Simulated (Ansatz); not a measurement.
Mg started at a second open point in rocksalt MgO, 65 atoms, charge +2

All numbers come from Ansatz (PAW, plane waves, no spin–orbit coupling) at the single k point (¼, ¼, ¼) without its symmetry partners. The atoms were relaxed with PBEsol in a fixed cell; other functionals are single points on those atoms unless said otherwise. The valence top and gap of the host come from its small cell on a dense mesh, with the band extrema sought between the mesh points, lined up by the mean potential, PBEsol gap 4.62 eV, HSE06 gap 6.46 eV. The charge correction uses an assumed dielectric constant of 9.8.

Relaxed structure:

```
O Mg
1.0
     8.42881    0.00000    0.00000
     0.00000    8.42881    0.00000
     0.00000    0.00000    8.42881
O Mg
32 33
Cartesian
  2.0984 0.0101 0.0078
  2.1166 8.3873 4.2289
  2.1170 4.2305 8.3869
  2.1167 4.2297 4.2248
  6.3213 0.0057 0.0037
  6.3257 0.0101 4.2099
  6.3255 4.2116 0.0079
  6.2734 4.2303 4.2289
  8.4137 2.0981 8.3867
  8.4165 2.1018 4.2245
  0.0037 6.3187 0.0079
  8.4137 6.3695 4.2292
  4.2056 2.1170 0.0078
  4.2565 2.0983 4.2293
  4.2099 6.3231 0.0041
  4.2060 6.3195 4.2099
  8.4134 8.3871 2.0963
  0.0038 0.0102 6.3170
  8.4148 4.2288 2.1001
  8.4144 4.2304 6.3677
  4.2058 0.0101 2.1152
  4.2097 0.0060 6.3211
  4.2575 4.2307 2.0963
  4.2056 4.2118 6.3175
  2.1155 2.0994 2.0994
  2.1168 2.0990 6.3679
  2.1173 6.3711 2.0966
  2.0988 6.3190 6.3173
  6.2736 2.0980 2.0964
  6.3258 2.1170 6.3170
  6.3254 6.3191 2.1151
  6.3213 6.3230 6.3213
  8.4211 8.3847 8.3828
  8.4183 8.4182 4.2242
  8.4184 4.2257 8.4171
  8.1673 4.4750 4.4734
  4.2143 0.0015 8.4282
  4.2599 8.3847 4.2213
  4.2598 4.2228 8.3829
  4.2258 4.2263 4.2245
  2.1124 2.1029 8.4173
  2.3627 1.8520 4.4742
  2.1096 6.3733 8.3826
  2.1127 6.3395 4.2246
  6.2712 2.1057 8.3826
  6.3049 2.1029 4.2241
  6.3170 6.3273 8.4280
  6.2714 6.3730 4.2215
  2.1125 8.4186 2.1007
  2.1094 8.3849 6.3714
  2.3647 4.4786 1.8517
  2.1127 4.2262 6.3373
  6.2711 8.3843 2.1037
  6.3170 0.0014 6.3256
  6.3050 4.2260 2.1008
  6.2713 4.2230 6.3712
  8.1673 1.8520 1.8524
  8.4186 2.1031 6.3371
  8.4181 6.3389 2.1011
  8.4215 6.3727 6.3711
  4.2256 2.1030 2.1012
  4.2598 2.1060 6.3712
  4.2607 6.3739 2.1041
  4.2143 6.3276 6.3258
  1.0528 3.1657 3.1610
```

Chemical potentials μ are those of reference phases of the elements at zero temperature by the same functional (the usual solids, diamond for C, grey Sn, and the molecules H2, N2, O2, F2, Cl2, Br2 and S8).

```tsv
functional	E(defect) − E(host) − Σ nμ + q·E_VBM (eV)	monopole (eV)	alignment (eV)	formation energy at E_F = VBM (eV)	moment (μB)	wall time, shared host
PBEsol	-0.18	0.99	0.36	1.17	0 (no spin)	39 s on 8 threads of Neoverse-V1 (relaxation)
HSE06	-2.32	0.99	0.38	-0.95	0 (no spin)	3.5 min on 8 threads of Neoverse-V1
```

Problem. How does the monopole term follow by hand for this cubic cell?

Solution. q²·α·e²/(4πε₀)/(2εL) with the Madelung constant α = 2.837 and e²/4πε₀ = 14.40 eV·Å: 4 × 2.837 × 14.40 / (2 × 9.8 × 8.429) = 0.99 eV.

HSE06 one-electron levels near the gap (the ten most localised at most), from the host's valence top, not corrected for the charge's images:

| level (eV) | spin | filling | atoms sharing it | element of the atom with most weight |
| --- | --- | --- | --- | --- |
| -0.04 | both | 2.00 | 28.9 | spread |
| -0.04 | both | 2.00 | 28.9 | spread |

All elements are taken at their own reference at once; growth conditions in equilibrium with the host shift these energies, by up to the host's formation enthalpy.

One k point and a cell of this size can leave errors of several tenths of an eV in such numbers.
